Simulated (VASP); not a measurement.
# Ge (I4_1/amd) in VASP: a series of runs

The runs below take Ge through single point, with PBE.

Everything below comes from runs of VASP 6.6.1. Logs are shortened: lines on timing, memory, paths and dates and some standing lists are left out, and cuts for length are marked.

### 1 The crystal as given

It takes space group I4_1/amd (No. 141, tetragonal). The conventional cell has a = 5.149 Å, b = 5.149 Å, c = 2.795 Å, α = 90.00°, β = 90.00°, γ = 90.00°. Ge (site symmetry -4m2) has 6 Ge at 2.67 to 2.79 Å as nearest neighbours.

This isn't the form of Ge at room conditions, which is diamond.

### 2 Single point, PBE

The input, INCAR:

```
PREC = Accurate
ENCUT = 600
EDIFF = 1E-7
ISMEAR = 0
SIGMA = 0.05
LREAL = F
LASPH = T
NELM = 100
ALGO = Normal
ISIF = 2
LWAVE = F
LCHARG = F
GGA = PE
NBANDS = 21
ADDGRID = F
```

The input, KPOINTS:

```
regular mesh
0
Gamma
  13 13 13
```

The input, POSCAR:

```
Ge
1.0
   -2.5744897190      2.5744897190      1.3974126432
    2.5744897190     -2.5744897190      1.3974126432
    2.5744897190      2.5744897190     -1.3974126432
Ge
2
Direct
    0.5147880000      0.5105290000      0.0041050000
    0.2603220000      0.7562090000      0.5249690000
```

Potentials or basis: VASP PAW PBE potentials, release 64 (Ge_d).

On the command line:

```sh
> cat potpaw_PBE.64/Ge_d/POTCAR > POTCAR
> mpirun -np 1 vasp_std > vasp.out
```

OUTCAR:

```text
PREC = Accurate
   ENCUT = 600
   EDIFF = 1E-7
   ISMEAR = 0
   LREAL = F
   LASPH = T
   NELM = 100
   ISIF = 2
   GGA = PE

 Found   1099 irreducible k-points:

 Following reciprocal coordinates:
            Coordinates               Weight
  0.000000  0.000000  0.000000      1.000000
  0.076923  0.000000  0.000000      2.000000
  0.076923  0.000000 -0.076923      2.000000
  0.000000  0.076923 -0.076923      2.000000
  0.000000  0.076923  0.000000      2.000000
  0.153846  0.000000 -0.000000      2.000000
   k-points           NKPTS =   1099   k-points in BZ     NKDIM =   1099   number of bands    NBANDS=     21
   number of dos      NEDOS =    301   number of ions     NIONS =      2
   total plane-waves  NPLWV =  32768
   dimension x,y,z NGX =    32 NGY =   32 NGZ =   32
   dimension x,y,z NGXF=    64 NGYF=   64 NGZF=   64
   ions per type =               2
   NGX,Y,Z   is equivalent  to a cutoff of  13.64, 13.64, 13.64 a.u.
   NGXF,Y,Z  is equivalent  to a cutoff of  27.28, 27.28, 27.28 a.u.
 SYSTEM =  unknown system
   PREC   = accura    normal or accurate (medium, high low for compatibility)
   ISTART =      0    job   : 0-new  1-cont  2-samecut
   ICHARG =      2    charge: 1-file 2-atom 10-const
   ISPIN  =      1    spin polarized calculation?
   LNONCOLLINEAR =      F non collinear calculations
   LSORBIT =      F    spin-orbit coupling
   LASPH  =      T    aspherical Exc in radial PAW
   ENCUT  =  600.0 eV  44.10 Ry    6.64 a.u.   7.79  7.79  7.79*2*pi/ulx,y,z
   NELM   =    100;   NELMIN=  2; NELMDL= -5     # of ELM steps
   EDIFF  = 0.1E-06   stopping-criterion for ELM
   LREAL  =      F    real-space projection
   EDIFFG = 0.1E-05   stopping-criterion for IOM
   NSW    =      0    number of steps for IOM
   IBRION =     -1    ionic relax: 0-MD 1-quasi-New 2-CG
   NFREE  =      0    steps in history (QN), initial steepest desc. (CG)
   ISIF   =      2    stress and relaxation
   ISYM   =      2    0-nonsym 1-usesym 2-fastsym
   POTIM  = 0.5000    time-step for ionic-motion
   TEBEG  =    0.0;   TEEND  =   0.0 temperature during run
   PSTRESS=    0.0 pullay stress
   NELECT =      28.0000    total number of electrons
   NUPDOWN=      -1.0000    fix difference up-down
   EMIN   =  10.00;   EMAX   =-10.00  energy-range for DOS
   EFERMI =   0.00;   METHOD = LEGACY
   ISMEAR =     0;   SIGMA  =   0.05  broadening in eV -4-tet -1-fermi 0-gaus
   EFERMI_NEDOS =   21; number of points for ismear=-14 and -15
   IALGO  =     38    algorithm
   IMIX   =      4    mixing-type and parameters
     AMIX     =   0.40;   BMIX     =  1.00
     AMIX_MAG =   1.60;   BMIX_MAG =  1.00
  volume/ion in A,a.u.               =      18.52       125.01
  Fermi-wavevector in a.u.,A,eV,Ry     =   1.491209  2.817976 30.255333  2.223704
  Thomas-Fermi vector in A             =   2.603893
   LORBIT       =      0    0 simple, 1 ext, 2 COOP (PROOUT), +10 PAW based schemes
   GGA     = PE    functional components
   LHFCALC =     F    Hartree Fock is set to
   AEXX    =    0.0000 exact exchange contribution
   IVDW    =     0    specifies the selected vdW correction
   LEPSILON=     F    determine dielectric tensor
   LRPA    =     F    only Hartree local field effects (RPA)
 non-spin polarized calculation
 Gauss-broadening in eV      SIGMA  =   0.05
  energy-cutoff  :      600.00
  volume of cell :       37.05
 maximum number of plane-waves:      1258
   NGX = 15   NGY = 15   NGZ = 15

 number of electron      27.9999999 magnetization

 Free energy of the ion-electron system (eV)
  ---------------------------------------------------
  ext. energy  EPLUGINS =         0.00000000
  ---------------------------------------------------
  free energy    TOTEN  =        -8.55206148 eV

  energy without entropy =       -8.55128214  energy(sigma->0) =       -8.55167181

 E-fermi :   6.7602     XC(G=0): -11.3183

 val. band max:        6.7597808116   @ k =  -0.3077   0.0769   0.3846
 cond. band min:       6.7658732824   @ k =   0.4615   0.0769   0.0769
 fundamental gap:      0.0060924709
 Fermi energy:         6.7601624150

 k-point     1 :       0.0000    0.0000    0.0000
  band No.  band energies     occupation
      1     -17.9609      2.00000
      2     -17.9173      2.00000
      3     -17.8852      2.00000
      4     -17.8838      2.00000
      5     -17.7843      2.00000
      6     -17.7760      2.00000
[... 13 lines left out ...]
     20      18.3557      0.00000
     21      19.3159      0.00000

 k-point     2 :       0.0769    0.0000    0.0000
  band No.  band energies     occupation
      1     -17.9586      2.00000
      2     -17.9097      2.00000
      3     -17.8809      2.00000
      4     -17.8754      2.00000
      5     -17.7889      2.00000
      6     -17.7817      2.00000
[... 13 lines left out ...]
     20      18.4125      0.00000
     21      19.2971      0.00000

 k-point     3 :       0.0769    0.0000   -0.0769
  band No.  band energies     occupation
      1     -17.9588      2.00000
      2     -17.9098      2.00000
      3     -17.8810      2.00000
      4     -17.8755      2.00000
      5     -17.7876      2.00000
      6     -17.7834      2.00000
[... 13 lines left out ...]
     20      18.4003      0.00000
     21      19.2410      0.00000

 k-point     4 :       0.0000    0.0769   -0.0769
  band No.  band energies     occupation
      1     -17.9584      2.00000
      2     -17.9094      2.00000
      3     -17.8807      2.00000
      4     -17.8755      2.00000
      5     -17.7888      2.00000
      6     -17.7832      2.00000
[... 13 lines left out ...]
     20      18.3648      0.00000
     21      19.3032      0.00000

 k-point     5 :       0.0000    0.0769    0.0000
  band No.  band energies     occupation
      1     -17.9587      2.00000
      2     -17.9094      2.00000
      3     -17.8808      2.00000
      4     -17.8756      2.00000
      5     -17.7891      2.00000
      6     -17.7833      2.00000
[... 13 lines left out ...]
     20      18.3494      0.00000
     21      19.2415      0.00000

 k-point     6 :       0.1538    0.0000   -0.0000
  band No.  band energies     occupation
      1     -17.9515      2.00000
      2     -17.8897      2.00000
      3     -17.8726      2.00000
      4     -17.8509      2.00000
      5     -17.8009      2.00000
      6     -17.7900      2.00000
[... 13 lines left out ...]
     20      17.1532      0.00000
     21      17.8022      0.00000

 [... further k-points ...]
[... 5 lines left out ...]
  --------------------------------------------------------------------------------------
  -------------------------------------------------------------------------------------
  Total        0.5365248      0.7644573      0.9323104     -0.0013283     -0.0541592      0.0539038
  in kB       23.2024257     33.0595429     40.3184765     -0.0574414     -2.3421553      2.3311123
  external PRESSURE =      32.1934817 kB  Pullay stress =       0.0000000 kB

 VOLUME and BASIS-vectors are now :
 -----------------------------------------------------------------------------
  energy-cutoff  :      600.00
  volume of cell :       37.05
      direct lattice vectors                 reciprocal lattice vectors
    -2.574489719  2.574489719  1.397412643     0.000000000  0.194213244  0.357804119
     2.574489719 -2.574489719  1.397412643     0.194213244  0.000000000  0.357804119
     2.574489719  2.574489719 -1.397412643     0.194213244  0.194213244  0.000000000

 POSITION                                       TOTAL-FORCE (eV/Angst)
 -----------------------------------------------------------------------------------
     -0.00040      0.02153      1.42705         0.207166      0.240240     -0.024624
      2.62818      0.07487      0.68691        -0.207166     -0.240240      0.024624
 -----------------------------------------------------------------------------------
    total drift:                                0.000080     -0.000123     -0.000010

  FREE ENERGIE OF THE ION-ELECTRON SYSTEM (eV)
  ---------------------------------------------------
  free  energy   TOTEN  =        -8.5520614800 eV

  energy  without entropy=       -8.5512821440  energy(sigma->0) =       -8.55167181
```

Run time: 4.1 min. Hardware: 1 thread of Intel Xeon 6975P-C (Granite Rapids), shared host; peak memory 0.84 GiB.

The run converged, but some of its settings lie outside the range that counts as converged, so its numbers aren't taken as properties of the crystal.

Results:

* Free energy: -8.5521 eV
* Pressure: 3.2 GPa
* Largest force: 0.318 eV/Å
* Band gap on the k mesh: none (metal or under the smearing width)

### 3 Single point, PBE

Edit INCAR of step 2 so:

```diff
@@ -1,3 +1,3 @@
 PREC = Accurate
-ENCUT = 600
+ENCUT = 900
 EDIFF = 1E-7
```

The input, KPOINTS:

```
regular mesh
0
Gamma
  11 11 11
```

The input, POSCAR:

```
Ge
1.0
   -2.5744897190      2.5744897190      1.3974126432
    2.5744897190     -2.5744897190      1.3974126432
    2.5744897190      2.5744897190     -1.3974126432
Ge
2
Direct
    0.5000000000      0.5000000000      0.0000000000
    0.2500000000      0.7500000000      0.5000000000
```

Potentials or basis: VASP PAW PBE potentials, release 64 (Ge_d).

On the command line:

```sh
> cat potpaw_PBE.64/Ge_d/POTCAR > POTCAR
> mpirun -np 1 vasp_std > vasp.out
```

Run time: 76 s. Hardware: 1 thread of Intel Xeon 6975P-C (Granite Rapids), shared host; peak memory 0.35 GiB.

The run converged, but some of its settings lie outside the range that counts as converged, so its numbers aren't taken as properties of the crystal.

What came out:

```
Free energy            : -8.5609 eV
Pressure               : 3.3 GPa
Band gap on the k mesh : none (metal or under the smearing width)
```
